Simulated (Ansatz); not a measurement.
Sn:

```xyz
1
Lattice="-2.0292 2.0292 1.6608 2.0292 -2.0292 1.6608 2.0292 2.0292 -1.6608" Properties=species:S:1:pos:R:3 pbc="T T T"
Sn    0.0000    0.0000    0.0000
```

This isn't the form of Sn at room conditions, which is tetragonal (white tin).

| Quantity | Value |
| --- | --- |
| Program | Ansatz 0.2.0 |
| Task | relaxation of cell and atoms |
| Functional | PBE |
| Dispersion | D3(BJ)-ATM |
| Potentials or basis | Ansatz PAW |
| Cutoff | 420 eV (not typed: the program's choice for these potentials) |
| k mesh | 10 × 10 × 10 |
| Occupations | fermi-dirac, width 0.05 eV |
| Spin | no spin polarisation |

At the start: volume 27.35 Å³/atom.

Task: Where does the relaxation end?

Result: It ends after 4 steps and the volume is 26.64 Å³/atom (-2.6 %); space group I4/mmm (No. 139, to 0.05 Å).

The path:
| step | energy change (eV) | largest force (eV/Å) | volume (Å³) |
| --- | --- | --- | --- |
| 1 | 0.0000 | 0.0000 | 27.35 |
| 2 | -0.0040 | 0.0000 | 26.64 |
| 3 | -0.0040 | 0.0000 | 26.64 |
| 4 | -0.0039 | 0.0000 | 26.64 |

Final structure:
```xyz
1
Lattice="-2.0001 2.0001 1.6646 2.0001 -2.0001 1.6646 2.0001 2.0001 -1.6646" Properties=species:S:1:pos:R:3 pbc="T T T"
Sn    0.0000    0.0000    0.0000
```

Caveat: the plane-wave basis is chosen anew once the cell has moved, so the energies of steps on either side of that aren't comparable; pairwise dispersion overbinds metals, which lowers pressure and volume.
